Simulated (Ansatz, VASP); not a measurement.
## In3As3H10 (InAs wire along [100], 6 atoms a period, H-terminated): VASP beside Ansatz

One calculation is typed for both programs; each brings its own data sets. How far apart do they land? The structure shown is the start of the Ansatz relaxation below; VASP solves that cell, so the two are compared at the walk's first step.

Method: plane waves, with VASP 6.6.1 beside it; single point at PBE, in Ansatz 0.2.0.

**1. The structure**

The cell holds 16 atoms: 3 In, 10 H and 3 As. Cell: a = 13.365 Å, b = 13.365 Å, c = 6.190 Å, α = 90.0°, β = 90.0°, γ = 90.0°. Vacuum lies along a and b. The structure's axis is c.

**2. Ansatz: relaxation, PBE**

Ansatz runs on its PAW soft_1 files.

The two programs are compared at the cell with which this relaxation starts, whose forces are those of its first step.

Input file input.yaml:

```yaml
crystal:
  lattice:
    - [13.365, 0.0, 0.0]
    - [0.0, 13.365, 0.0]
    - [0.0, 0.0, 6.19]
  atoms:
    - { symbol: In, position: [0.562864458, 0.562864458, 0.0] }
    - { symbol: H, position: [0.380119009, 0.380119009, 0.105429254] }
    - { symbol: H, position: [0.639758096, 0.639758096, 0.166023179] }
    - { symbol: As, position: [0.447076953, 0.447076953, 0.25] }
    - { symbol: H, position: [0.25439581, 0.639758096, 0.333976821] }
    - { symbol: H, position: [0.639758096, 0.25439581, 0.333976821] }
    - { symbol: In, position: [0.331289448, 0.562864458, 0.5] }
    - { symbol: In, position: [0.562864458, 0.331289448, 0.5] }
    - { symbol: H, position: [0.514034897, 0.745609906, 0.605429254] }
    - { symbol: H, position: [0.745609906, 0.514034897, 0.605429254] }
    - { symbol: H, position: [0.25439581, 0.485970819, 0.666023179] }
    - { symbol: H, position: [0.485970819, 0.25439581, 0.666023179] }
    - { symbol: As, position: [0.447076953, 0.678651963, 0.75] }
    - { symbol: As, position: [0.678651963, 0.447076953, 0.75] }
    - { symbol: H, position: [0.380119009, 0.745609906, 0.894570746] }
    - { symbol: H, position: [0.745609906, 0.380119009, 0.894570746] }
kpoints:
  mp_grid: { grid: [1, 1, 13] }
scf:
  occupations: { method: fermi_dirac, width: 0.05 }
hamiltonian:
  xc: pbe
  pseudopotentials: { kind: paw, azcp: { folder: soft_1 } }
relax:
  cell: { fix: [a, b, alpha, beta, gamma] }
  max_steps: 45
  f_tol: 0.03
```

Command:

```console
> ansatz run input.yaml --threads 4 --pin off --max-ram 16384MiB --backend cpu --events-out ev --progress --plain --runs-dir out
```

Numbers of over 12 decimals in the logs are rounded to 6 here.

What it wrote:

```text
Engine: ansatz 0.2.0, aarch64-unknown-linux-gnu
Pseudopotentials: kind: paw
Pseudopotential: In, paw, valence charge 13, recommended cutoff 420 eV (normal), soft_1/In.paw.azcp
Pseudopotential: H, paw, valence charge 1, recommended cutoff 420 eV (normal), soft_1/H.paw.azcp
Pseudopotential: As, paw, valence charge 15, recommended cutoff 420 eV (normal), soft_1/As.paw.azcp
Functional definition: PBE
  parameter kappa = 0.804
  parameter beta = 0.066725
  exchange = pbe_x(kappa = kappa, mu = beta*pi^2/3)
  correlation = pbe_c(beta = beta)
Crystal: 16 atoms, lattice volume = 1105.678 Å³
Basis set: ecut = 420 eV, 21609 PW (Γ), exchange–correlation on 180×180×90 points (8 copies of the dense FFT grid, shifted against one another)
Bands: 63, of which v1, the nominal top of the filled ones, is band 47 counted from 1 (46 counted from 0)
Symmetry: 2 space group operations
Space group: Cm (ITA 8), of the structure as read, at distance tolerance 1.0e-4 Å
k-points: 7 of 13 (time reversal used)
Non-local potential: In, projectors of the file, l = 0: 2, l = 1: 2, l = 2: 2, l = 3: 1
Non-local potential: H, projectors of the file, l = 0: 2, l = 1: 1
Non-local potential: As, projectors of the file, l = 0: 2, l = 1: 2, l = 2: 3, l = 3: 1
PAW form: soft (Blöchl's): semilocal exchange-correlation on the pseudo side does not see the compensation charge
PAW one-centre angular grid: In, 590 points (default); XC on 64 Gauss nodes
PAW one-centre angular grid: H, 110 points (default); XC on 64 Gauss nodes
PAW one-centre angular grid: As, 590 points (default); XC on 64 Gauss nodes
Initial density: superposition of atomic densities (neutral atoms: chi_scale 0, normalization atom)
Initial wavefunctions: pseudopotential atomic-orbital guess
Functional: x = pbe(κ = 0.804, μ = 0.219515), c = pbe(β = 0.066725)
SCF iter   1: F=—  HF=-31520.640604 eV  |F-HF|=—  |Δ(HF+E_count)|=         —  Δρ=2.78e-2  dr2=9.43e0  ethr=3.10e-3  ⟨swp⟩=7.0  Hψ=2049  notcnv=0  defer=11
preconditioner: auto → Resta (q_TF=auto, 1.809 Å⁻¹)  ε∞=1.5  [insulator: Δε(μ)=3.615 eV  Ē_g=13.214 eV  σ=0.050 eV  W_gap=1.00  n_scr=118 (ndim 8)  ℏωp=8.9 eV  f_vac=0.651  D(μ)=0.00/eV (n_scr^D=0)  ε∞_Penn≈1.5  vacuum switching on, ρ_ref=1.3e-2 e/Å³]
SCF iter   2: F=—  HF=-31517.937894 eV  |F-HF|=—  |Δ(HF+E_count)|=    2.70e0  Δρ=1.02e-2  dr2=1.24e0  ethr=3.10e-3  ⟨swp⟩=3.4  Hψ=829  notcnv=0  defer=63
SCF iter   3: F=—  HF=-31517.642912 eV  |F-HF|=—  |Δ(HF+E_count)|=   2.95e-1  Δρ=3.13e-3  dr2=1.68e-1  ethr=1.32e-3  ⟨swp⟩=3.9  Hψ=595  notcnv=0  defer=68
SCF iter   4: F=—  HF=-31517.608438 eV  |F-HF|=—  |Δ(HF+E_count)|=   3.45e-2  Δρ=8.97e-4  dr2=9.26e-3  ethr=1.79e-4  ⟨swp⟩=3.3  Hψ=712  notcnv=0  defer=73
SCF iter   5: F=—  HF=-31517.608894 eV  |F-HF|=—  |Δ(HF+E_count)|=   4.56e-4  Δρ=3.20e-4  dr2=1.22e-3  ethr=9.85e-6  ⟨swp⟩=2.0  Hψ=492  notcnv=0  defer=73
SCF iter   6: F=—  HF=-31517.608978 eV  |F-HF|=—  |Δ(HF+E_count)|=   8.42e-5  Δρ=1.01e-4  dr2=1.13e-4  ethr=1.29e-6  ⟨swp⟩=2.4  Hψ=530  notcnv=0  defer=73
SCF iter   7: F=—  HF=-31517.609028 eV  |F-HF|=—  |Δ(HF+E_count)|=   5.03e-5  Δρ=2.65e-5  dr2=1.05e-5  ethr=1.20e-7  ⟨swp⟩=2.0  Hψ=473  notcnv=0  defer=73
SCF iter   8: F=—  HF=-31517.609011 eV  |F-HF|=—  |Δ(HF+E_count)|=   1.75e-5  Δρ=7.23e-6  dr2=5.88e-7  ethr=1.12e-8  ⟨swp⟩=2.0  Hψ=688  notcnv=0  defer=73
SCF iter   9: F=-31517.609011 eV  HF=-31517.609011 eV  |F-HF|=7.17e-8  |Δ(HF+E_count)|=   5.81e-7  Δρ=2.11e-6  dr2=4.82e-8  ethr=1.06e-10  ⟨swp⟩=5.0  Hψ=1428  notcnv=0
SCF 1 converged in 9 iterations: F = -31517.609011 eV  dr2 = 4.82e-8
  greatest PAW one-centre occupation: 0.999 electrons in one spin orbital (limit 2), on the As atom at site 13 (counted from 0), in its partial waves of l = 2
relax step   1: F+E_penalty+E_count = -31517.60901116 eV  Δ(F+E_penalty+E_count) = +0.000e0 eV  max|allowed force component| = 1.350e0 eV/Å  Δτ_max = 0.0000 Å  P = -0.352 GPa  Ω = 1105.678 Å³  fix = [a, b, alpha, beta, gamma]  reactions: a -0.345, b -0.345 GPa; alpha -0.175, beta -0.175, gamma +0.114 GPa/rad  (9 SCF iters, dr2 threshold 1.00e-7 eV, accepted)
[...]
relax step   9: F+E_penalty+E_count = -31518.47044048 eV  Δ(F+E_penalty+E_count) = -7.211e-4 eV  max|allowed force component| = 1.566e-2 eV/Å  Δτ_max = 0.0313 Å  P = +0.011 GPa  Ω = 1109.997 Å³  energy of the carried Pulay correction = -4.472e-4 eV  fix = [a, b, alpha, beta, gamma]  reactions: a +0.003, b +0.003 GPa; alpha +0.003, beta +0.003, gamma +0.003 GPa/rad  (6 SCF iters, dr2 threshold 5.81e-8 eV, accepted)
[...]
relax step  10: F+E_penalty+E_count = -31518.47098985 eV  Δ(F+E_penalty+E_count) = -5.494e-4 eV  max|allowed force component| = 1.546e-2 eV/Å  Δτ_max = 0.0335 Å  P = +0.008 GPa  Ω = 1111.215 Å³  energy of the carried Pulay correction = -5.730e-4 eV  fix = [a, b, alpha, beta, gamma]  reactions: a -0.002, b -0.002 GPa; alpha -0.001, beta -0.001, gamma -0.001 GPa/rad  (9 SCF iters, accepted)
[...]
relax step  11: F+E_penalty+E_count = -31518.47158921 eV  Δ(F+E_penalty+E_count) = -5.994e-4 eV  max|allowed force component| = 1.555e-2 eV/Å  Δτ_max = 0.0000 Å  P = +0.009 GPa  Ω = 1111.215 Å³  fix = [a, b, alpha, beta, gamma]  reactions: a -0.002, b -0.002 GPa; alpha -0.001, beta -0.001, gamma -0.000 GPa/rad  stress off target by 2.88e-2 GPa on what of the cell is left free  SCF on the basis re-selected at this cell (its energy is not comparable with the rows above)  (6 SCF iters)
basis re-selected at this cell: Δ(F+E_penalty+E_count) = -5.994e-4 eV, ΔP = +0.001 GPa vs the last step (what re-selecting the basis moved, of the pressure what is left beyond the Pulay correction that the steps carried, after the strain that the cell walked since its last selection, with what the two solves' SCF thresholds leave and, on support functions, any second-order correction that the steps lacked; it is no m [...]
SCF converged after 6 iterations
Free energy (F): -31518.471589 eV
Harris-Foulkes:  -31518.471589 eV  (|F-HF|=1.49e-7)
Internal energy: -31518.471589 eV  (E = F + TS)
E sigma→0 (E₀):  -31518.471589 eV
Fermi energy:    -2.209160 eV
--- Per-component energies (eV) ---
  E_band       = -1899.703295
  E_kinetic    = 1073.919393
  E_local      = -31041.234415  (includes V_loc(G=0)·N_el)
  E_nonlocal   = -192.676894
  E_hartree    = 15017.587814
  E_xc         = -722.366494
  E_vxc        = -595.096462  (∫ρ·V_xc dr)
  E_paw        = -18676.401792  (= ΣΔE_a)
  E_vpaw       = -1179.781769  (= ΣTr[D̂ρ^β])
  E_aug_tail   = -0.008514  (compensation charges beyond the density's cutoff)
  E_ewald      = 3022.709314
  E_smearing   = -0.000000  (= −TS)
  E_closure    = -0.000000  (closes the sum)
  Σ components = -31518.471589   (vs F -31518.471589, Δ=0.00e0)
--- Forces (eV/Å), atoms counted from 1 ---
  atom   1  In     0.00372251     0.00372251     0.01241803
  atom   2  H      0.00047547     0.00047547    -0.00556948
  atom   3  H     -0.00252771    -0.00252771    -0.00374193
  atom   4  As    -0.00045855    -0.00045855     0.00314407
  atom   5  H     -0.00426820     0.00617540    -0.00866338
  atom   6  H      0.00617540    -0.00426820    -0.00866338
  atom   7  In     0.00936364    -0.00309641     0.00570099
  atom   8  In    -0.00309641     0.00936364     0.00570099
  atom   9  H     -0.00451224    -0.00483143     0.00986017
  atom  10  H     -0.00483143    -0.00451224     0.00986017
  atom  11  H     -0.00443652    -0.00468671     0.00408792
  atom  12  H     -0.00468671    -0.00443652     0.00408792
  atom  13  As    -0.00045666     0.01555206    -0.00667578
  atom  14  As     0.01555206    -0.00045666    -0.00667578
  atom  15  H      0.00381082    -0.00982427    -0.00743509
  atom  16  H     -0.00982427     0.00381082    -0.00743509
  max |Σ_I F_I| component: 1.21e-6 eV/Å
--- Stress (GPa, compression-positive) ---
       -0.001598       0.000445       0.000734
        0.000445      -0.001598       0.000734
        0.000734       0.000734       0.028803
  P = ⅓ Tr σ = 0.0085 GPa (0.085 kbar)
--- Relaxed structure (10 steps of the walk, 10 accepted, 1 SCFs on fresh bases) ---
  F+E_penalty+E_count = -31518.47158921 eV   max|allowed force component| = 1.555e-2 eV/Å   (the final SCF, on the basis selected at the relaxed cell)
  cell:  # Å, volume = 1111.2154 Å³
    - [13.365, 0, 0]
    - [0, 13.365, 0]
    - [0, 0, 6.221002]
  atoms:
    - { symbol: In, position: [0.571262, 0.571262, 0.034993] }
    - { symbol: H, position: [0.401764, 0.401764, 0.112642] }
    - { symbol: H, position: [0.654445, 0.654445, 0.153718] }
    - { symbol: As, position: [0.458692, 0.458692, 0.286318] }
    - { symbol: H, position: [0.274613, 0.659694, 0.299253] }
    - { symbol: H, position: [0.659694, 0.274613, 0.299253] }
    - { symbol: In, position: [0.311195, 0.566173, 0.475436] }
    - { symbol: In, position: [0.566173, 0.311195, 0.475436] }
    - { symbol: H, position: [0.498965, 0.737074, 0.642850] }
    - { symbol: H, position: [0.737074, 0.498965, 0.642850] }
    - { symbol: H, position: [0.238898, 0.488731, 0.634911] }
    - { symbol: H, position: [0.488731, 0.238898, 0.634911] }
    - { symbol: As, position: [0.439830, 0.657003, 0.761772] }
    - { symbol: As, position: [0.657003, 0.439830, 0.761772] }
    - { symbol: H, position: [0.381685, 0.729571, 0.902669] }
    - { symbol: H, position: [0.729571, 0.381685, 0.902669] }
```

In the SCF lines HF is the Harris–Foulkes energy and dr2 the Hartree energy of the density residual, in eV; the loop may stop once dr2 is under the threshold and the program's other checks hold. Hψ counts applications of the Hamiltonian.

[end of part 1 of 2]

[Lines on the potential files, build, host, timing and source positions are cut from VASP's logs without a mark.]

[Logs are printed without paths, hosts, clocks, repeated set-up lines and the standing remarks that a program may print on its own settings, such as how far it seeks lower states.]

[Hosts, paths, dates, database ids (printed as entryN), source tags and the programs' standing remarks are cut or masked in the printed files.]
